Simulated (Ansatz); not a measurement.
## Profile along the Sn–O line in BaSnO3 (cubic perovskite)

BaSnO3 (cubic perovskite)

Space group Pm-3m (No. 221); a = b = c = 4.176 Å, α = β = γ = 90.00°

```
atom  site  symmetry       x       y       z
----  ----  --------  ------  ------  ------
Ba      1a      m-3m  0.0000  0.0000  0.0000
Sn      1b      m-3m  0.5000  0.5000  0.5000
O       3c    4/mm.m  0.0000  0.5000  0.5000
```

Fields along a shortest Sn–O line of a {100} plane (2.09 Å), from Sn to O, interpolated on the slice's grid (step about 0.2 Å). All values below come from PBE (plane waves to 420 eV, PAW, scalar-relativistic; Ansatz, a program for electronic structure). k mesh 8×8×8. Near the nuclei the fields are pseudised (PAW); where an atom keeps semicore shells as valence, they peak there. BaSnO3 was relaxed with its symmetry unable to fall. The PAW data are Ansatz's earlier set.

```csv
distance from Sn (Å),valence electron density (e/Å³),electron localisation function,density of the highest valence band (e/Å³),density of the lowest conduction band (e/Å³)
0.00,12.96,x,0.000,0.020
0.21,11.22,x,0.000,0.036
0.42,7.25,0.01,0.000,0.076
0.63,3.33,0.10,0.001,0.113
0.84,1.05,0.19,0.003,0.108
1.04,0.58,0.24,0.007,0.067
1.25,0.83,0.57,0.016,0.049
1.46,1.71,0.77,0.035,0.132
1.67,3.88,0.70,0.052,0.292
1.88,7.01,x,0.029,0.304
2.09,8.69,x,0.001,0.229
```

x: too close to a nucleus for the ELF to mean much. Band densities are of whole bands, smooth part only.

Density on the Sn–O line (2.09 Å) at its midpoint: 0.58 e/Å³. ELF at that point: 0.24. Element round which the density of the highest valence band (whole band, smooth part) is largest on this plane: O.
